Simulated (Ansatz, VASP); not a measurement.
One calculation of GaSb, two programs

```
CELL_PARAMETERS angstrom
0.00000 3.07666 3.07666
3.07666 0.00000 3.07666
3.07666 3.07666 0.00000
ATOMIC_POSITIONS crystal
Ga 0.00000 0.00000 0.00000
Sb 0.25000 0.25000 0.25000
```

Change from the starting cell: volume scaled by 0.97, PAW files.

Alike in both runs: task electric field gradients; functional PBE; k mesh 9 × 9 × 9; occupations fermi-dirac, width 0.08 eV; no spin polarisation.

|  | VASP | Ansatz |
| --- | --- | --- |
| version | VASP 6.6.1 | Ansatz 0.2.0 |
| potentials or method | VASP PAW PBE potentials, release 64 (Ga_d, Sb) | PAW with Ansatz's default frozen-core files, scalar-relativistic |
| plane-wave cutoff (eV) | 520 | 420 |
| valence electrons in the cell | 18 | 28 |

|  | VASP | Ansatz | Ansatz less VASP |
| --- | --- | --- | --- |
| pressure (GPa) | 1.5 | 1.4 | -0.08 |
| Vzz of the field gradient on the site that differs most (V/Å²) | 0.0 | 0.0 | 0.00 |

With one functional, cell and mesh, what is left measures potentials, basis and numerics. The two sets of potentials don't hold the same shells in valence. Ansatz warned: «gradients_without_spin_orbit».

The runs have no spin-orbit coupling, so splittings on Sb are missing.
